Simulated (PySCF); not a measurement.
## Telling isomers of C7H10 apart by NMR

- σ from GIAO-PBE0/pcSseg-1
- J couplings at B3LYP/pcJ-1 (spin–dipole term left out of most H,H and C,H couplings)
- GFN2-xTB structure
- code: PySCF 2.14.0 with density-fitted response routines
- averaged over atoms made equivalent by symmetry, fast rotation or ring inversion, no solvent, one computed conformer, no relativistic terms

Referencing at the same level of theory: 1H (31.72 ppm) and 13C (186.93 ppm) vs TMS. Multiplet labels drop J under 1 Hz and among equivalent protons, and merge close values. Unscaled 3J(H,H) run several per cent high. Where no couplings were computed, multiplicities follow the n + 1 count of equivalent neighbours, and m marks all less simple cases (inequivalent or close neighbours, rings, F or P nearby). Shifts are as computed. Against solution values, carbons near 30 ppm lie about +3 ppm off and those near 130 ppm about +5 ppm. Of 1211 compounds with measured shifts, 218 miss one by over three times the rms of a fit or turn the order of signals round; such compounds aren't used in these exercises.

(1) Tabulate the signals of `C=C1CC/C1=C\C`, `CC1(C2CC2)C=C1`, `C1=C[C@H]2CC[C@@H]1C2` and their relative energies.

(2) What is the quickest way to tell CC1(C2CC2)C=C1 from C1=C[C@H]2CC[C@@H]1C2?

(3) What is the quickest way to tell C=C1CC/C1=C\C from C1=C[C@H]2CC[C@@H]1C2?

(4) What is the quickest way to tell C=C1CC/C1=C\C from CC1(C2CC2)C=C1?

Answers

(1) 
```json
{"SMILES": "C=C1CC/C1=C\\C", "carbon types": "2×C 1×CH 3×CH2 1×CH3", "δC": "155.2, 146.0, 124.5, 108.0, 27.9, 25.9, 17.1", "δH": "6.09 (m, 1H), 5.51 (m, 1H), 4.99 (m, 1H), 2.63 (m, 2H), 2.62 (m, 2H), 1.80 (d of t of quint, 3H)", "E rel. (kcal/mol)": "23.3"}
{"SMILES": "CC1(C2CC2)C=C1", "carbon types": "1×C 3×CH 2×CH2 1×CH3", "δC": "131.8, 29.9, 26.2, 21.7, 5.9", "δH": "7.54 (s, 2H), 1.41 (s, 3H), 1.10 (m, 1H), 0.31 (m, 2H), -0.14 (m, 2H)", "E rel. (kcal/mol)": "58.3"}
{"SMILES": "C1=C[C@H]2CC[C@@H]1C2", "carbon types": "4×CH 3×CH2", "δC": "144.4, 52.7, 45.0, 27.2", "δH": "6.38 (m, 2H), 2.75 (m, 2H), 1.75 (m, 2H), 1.42 (m, 1H), 1.06 (m, 2H), 1.02 (m, 1H)", "E rel. (kcal/mol)": "0.0"}
```

Energies are electronic energies at PBE0/pcSseg-1 on these geometries, without zero-point or thermal terms, each for the one conformer computed, which needn't be the lowest.

(2) Count the carbon signals: 5 against 4. The first has a methyl carbon (CH3) at 29.9 ppm, the second an sp3 CH2 in a ring at 52.7 ppm. Their most deshielded carbons lie at 131.8 and 144.4 ppm. In the proton spectra the most deshielded non-exchanging signals are 7.54 (s, 2H) and 6.38 (m, 2H).

(3) Count the carbon signals: 7 against 4. The first has a fully substituted alkene carbon (C) at 155.2 ppm, the second an allylic sp3 CH at 45.0 ppm. Their most deshielded carbons lie at 155.2 and 144.4 ppm.

(4) Count the carbon signals: 7 against 5. The first has a fully substituted alkene carbon (C) at 155.2 ppm, the second a three-membered-ring carbon (C) at 26.2 ppm. Their most deshielded carbons lie at 155.2 and 131.8 ppm. In the proton spectra the most deshielded non-exchanging signals are 6.09 (m, 1H) and 7.54 (s, 2H).
